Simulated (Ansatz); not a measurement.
The system is Ag.

```
Ag
1.0
     0.00000    2.04275    2.04275
     2.04275    0.00000    2.04275
     2.04275    2.04275    0.00000
Ag
1
Cartesian
  0.0000 0.0000 0.0000
```

Below is the output of Ansatz 0.2.0 for this cell. Logs are shortened: lines on timing, memory, paths and dates and some standing lists are left out, and cuts for length are marked.

```text
Warning: RAYON_NUM_THREADS=1 ignored (pool sized by the plan → 1); use --threads N
The last accepted step is kept in <dir> (removed where the run ends without a failure and the disk answers)
LAPW: plane waves up to 8.226 Å⁻¹, error target 1.0e-3 eV per atom; small_component_spin mean_spin; Ag in spheres of 1.401 Å, 19 of its electrons in bands, Dirac shells [] (how accurate: hamiltonian.pseudopotentials.lapw.basis_error, Limitations)
Engine: ansatz 0.2.0, x86_64-unknown-linux-gnu
Pseudopotentials: kind: all_electron
Pseudopotential: Ag, LAPW, valence charge 19, lapw/all_electron/scalar/gaussian/Ag, Koelling and Harmon's equation, gaussian nucleus
Functional definition: PBEsol
  exchange = pbesol_x
  correlation = pbesol_c
Crystal: 1 atoms, lattice volume = 17.048 Å³
Basis set: ecut = 257.799384000632 eV, 169 PW (Γ), exchange–correlation at level 2
Bands: 14, of which v1, the nominal top of the filled ones, is band 10 counted from 1 (9 counted from 0)
Symmetry: 48 space group operations
Space group: Fm-3m (ITA 225), of the structure as read, at distance tolerance 2.6e-5 Å
k-points: 56 of 1331
Non-local potential: Ag, projectors of the file, none
Initial density: superposition of atomic densities (chi_scale 0.1, normalization cell)
Initial wavefunctions: plane waves of lowest kinetic energy (no species holds an atomic orbital)
Functional: x = pbesol(κ = 0.804, μ = 0.12345679012345678), c = pbesol(β = 0.046)
iter 1 solved again at ethr=3.76e-4 eV; its pass at ethr=1.00e-1 eV (dr2=7.15e-2 eV) is discarded
SCF iter   1: F=—  HF=-144588.303472 eV  |F-HF|=—  |Δ(HF+E_count)|=         —  Δρ=2.57e-2  dr2=7.19e-2  ethr=3.76e-4  ⟨swp⟩=2.8  Hψ=5669  notcnv=0
preconditioner: auto → none  [insulator: Δε(μ)=0.165 eV  Ē_g=15.581 eV  σ=0.050 eV  W_gap=0.66  n_scr=8 (ndim 8)  ℏωp=29.8 eV  f_vac=0.000  D(μ)=0.26/eV (n_scr^D=0)  ε∞_Penn≈4.7]
iter 2 solved again at ethr=1.58e-6 eV; its pass at ethr=3.76e-4 eV (dr2=3.01e-4 eV) is discarded
SCF iter   2: F=—  HF=-144588.083234 eV  |F-HF|=—  |Δ(HF+E_count)|=   2.20e-1  Δρ=1.50e-3  dr2=3.01e-4  ethr=1.58e-6  ⟨swp⟩=2.7  Hψ=4072  notcnv=0
SCF iter   3: F=—  HF=-144588.013880 eV  |F-HF|=—  |Δ(HF+E_count)|=   6.94e-2  Δρ=4.07e-3  dr2=1.70e-3  ethr=1.58e-6  ⟨swp⟩=3.0  Hψ=2591  notcnv=0
[... 38 lines left out ...]
iter 1 solved again at ethr=4.71e-11 eV; its pass at ethr=1.00e-1 eV (dr2=8.95e-9 eV) is discarded
SCF iter   1: F=—  HF=-144587.914525 eV  |F-HF|=—  |Δ(HF+E_count)|=         —  Δρ=9.87e-6  dr2=8.46e-9  ethr=4.71e-11  ⟨swp⟩=5.9  Hψ=5101  notcnv=0  reapply=9
SCF iter   2: F=-144587.914525 eV  HF=-144587.914525 eV  |F-HF|=1.46e-9  |Δ(HF+E_count)|=   1.74e-7  Δρ=3.32e-6  dr2=9.30e-10  ethr=4.45e-11  ⟨swp⟩=2.0  Hψ=2108  notcnv=0
SCF 5 converged in 2 iterations: F = -144587.914525 eV  dr2 = 9.30e-10
relax step   5: F+E_penalty+E_count = -144587.91452487 eV  Δ(F+E_penalty+E_count) = -7.124e-7 eV  max|allowed force component| = 0.000e0 eV/Å  Δτ_max = 0.0000 Å  P = +19.996 GPa  Ω = 14.754 Å³  stress off target by 3.70e-3 GPa  SCF on the basis re-selected at this cell (its energy is not comparable with the rows above)  (2 SCF iters)
basis re-selected at this cell: Δ(F+E_penalty+E_count) = -7.124e-7 eV, ΔP = -0.000 GPa vs the last step (what re-selecting the basis moved, after the strain that the cell walked since its last selection, with what the two solves' SCF thresholds leave and, on support functions, any second-order correction that the steps lacked; it is no measure of the basis error at this ecutwfc). This SCF's stress stands 3.70e-3 GPa from its target on what of the cell is left free (relax.cell.stress_tol is 5.00e-2 GPa) and its largest allowed force component is 0.00e0 eV/Å (relax.f_tol is 2.00e-2 eV/Å): within both
SCF converged after 2 iterations
Free energy (F): -144587.914525 eV
Harris-Foulkes:  -144587.914525 eV  (|F-HF|=1.46e-9)
Internal energy: -144587.913103 eV  (E = F + TS)
E sigma→0 (E₀):  -144587.913814 eV
Entropy (-TS):   -0.001422 eV (-1.422 meV/atom)
Fermi energy:    22.515274 eV
--- Per-component energies (eV) ---
  E_band       = -146.525303
  E_kinetic    = 151169.894401
  E_xc         = -3998.554896
  E_electrostatic = -291759.252608  (all electrons and nuclei)
  E_smearing   = -0.001422  (= −TS)
  E_closure    = 0.000000  (closes the sum)
  E_atoms      = -144584.709470  (free atoms, spherical and without spin; not in F)
  Σ components = -144587.914525   (vs F -144587.914525, Δ=0.00e0)
  Basis errors (estimates in eV, not in F): energy 2.6e-4 per atom: plane waves 2.5e-4 (1.3e-4 summed), levels above the bands 1.7e-149, relativity 2.1e-8, radial functions 8.3e-6, core shells 4.1e-6; eigenvalues (radial functions only) 4.1e-6; not estimated: angular momenta, meshes, grids; target (lapw.basis_error) 1.0e-3; muffin-tin radii Ag 1.335 Å
--- Forces (eV/Å), atoms counted from 1 ---
  atom   1  Ag    -0.00000000    -0.00000000     0.00000000
  max |Σ_I F_I| component: 4.01e-32 eV/Å
--- Stress (GPa, compression-positive) ---
       19.996302       0.000000       0.000000
        0.000000      19.996302       0.000000
        0.000000       0.000000      19.996302
  P = ⅓ Tr σ = 19.9963 GPa (199.963 kbar)
--- Relaxed structure (4 steps of the walk, 4 accepted, 1 SCFs on fresh bases) ---
  F+E_penalty+E_count = -144587.91452487 eV   max|allowed force component| = 0.000e0 eV/Å   (the final SCF, on the basis selected at the relaxed cell)
  cell:  # Å, volume = 14.7537 Å³
    - [5.274506205927077e-34, 1.9466592274303431, 1.9466592274303431]
    - [1.9466592274303431, 5.274506205927077e-34, 1.9466592274303431]
    - [1.9466592274303431, 1.9466592274303431, -1.1783047826071054e-34]
  atoms:
    - { symbol: Ag, position: [0.0, 0.0, 0.0] }
```

Q: What input gives this log?

A: Relaxation of cell and atoms with PBEsol, no spin polarisation. The files as run (others can give the same):

input.yaml
```yaml
crystal:
  lattice:
    - [0.0, 2.04275, 2.04275]
    - [2.04275, 0.0, 2.04275]
    - [2.04275, 2.04275, 0.0]
  atoms:
    - { symbol: Ag, position: [0.0, 0.0, 0.0] }
kpoints:
  mp_grid: { grid: [11, 11, 11] }
scf:
  occupations: { method: fermi_dirac, width: 0.05 }
hamiltonian:
  xc: pbesol
  pseudopotentials: { kind: all_electron, lapw: { basis_error: 0.001 } }
output:
  forces: true
  stress: true
relax:
  f_tol: 0.02
  max_steps: 60
  cell: { p_target: 20 }
```

Potentials or basis: all-electron LAPW, scalar-relativistic.
Command:
```sh
$ ansatz run input.yaml --threads 1 --pin off --max-ram 3072MiB --backend cpu --events-out ev --progress --plain --runs-dir out
```
